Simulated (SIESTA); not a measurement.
Input of a SIESTA 5.4.2 run:

The input SnO2.fdf:

```
SystemName                      Cassiterite
SystemLabel                     SnO2
NumberOfSpecies                 2
NumberOfAtoms                   6
%block ChemicalSpeciesLabel
  1  50 Sn
  2   8 O
%endblock ChemicalSpeciesLabel
%include structure.fdf

%block kgrid.MonkhorstPack
    6   0   0  0.0
    0   6   0  0.0
    0   0   8  0.0
%endblock kgrid.MonkhorstPack
XC.Functional                   GGA
XC.Authors                      PBE
PAO.BasisSize                   DZP
PAO.EnergyShift                 0.003 Ry
Mesh.Cutoff                     800 Ry
OccupationFunction              FD
ElectronicTemperature           0.05 eV
MaxSCFIterations                120
SCF.MustConverge                false
SCF.Mixer.Method                Pulay
SCF.Mixer.Weight                0.25
SCF.Mixer.History               8
SCF.DM.Tolerance                5.0e-05
SCF.H.Tolerance                 1.0e-03 eV
WriteForces                     true
Charge.Mulliken                 end
%block PAO.Basis
  Sn 4
  n=5 0 2
    6.432 0.000
  n=5 1 2
    8.686 0.000
  n=4 2 2
    3.759 0.000
  n=5 2 1
    8.686
%endblock PAO.Basis
```

The input structure.fdf:

```
LatticeConstant                 1.0 Ang
%block LatticeVectors
     4.7380000000     0.0000000000     0.0000000000
     0.0000000000     4.7380000000     0.0000000000
     0.0000000000     0.0000000000     3.1865000000
%endblock LatticeVectors
AtomicCoordinatesFormat         Fractional
%block AtomicCoordinatesAndAtomicSpecies
     0.5000000000     0.5000000000     0.5000000000  1  Sn
     0.0000000000     0.0000000000     0.0000000000  1  Sn
     0.8071000000     0.1929000000     0.5000000000  2  O
     0.6929000000     0.6929000000     0.0000000000  2  O
     0.1929000000     0.8071000000     0.5000000000  2  O
     0.3071000000     0.3071000000     0.0000000000  2  O
%endblock AtomicCoordinatesAndAtomicSpecies
```

Potentials or basis: Ansatz NC with PseudoDojo 0.4 standard (PBE files), DZP (energy shift 0.003 Ry; two zetas on semicore shells).

Launch:

```bash
$ siesta SnO2.fdf > SnO2.out 2>&1
```

(1) Estimate the largest force.

(2) Predict the pressure.

(3) What does it give for the band gap on the k mesh?

## Answers

(1) 0.288 eV/Å.

(2) 19.1 GPa.

(3) 1.00 eV, direct.

Caveat: spin-orbit coupling is left out, which moves the levels of the heavy elements; the basis of atomic orbitals isn't converged, which shifts pressures, moduli and gaps.
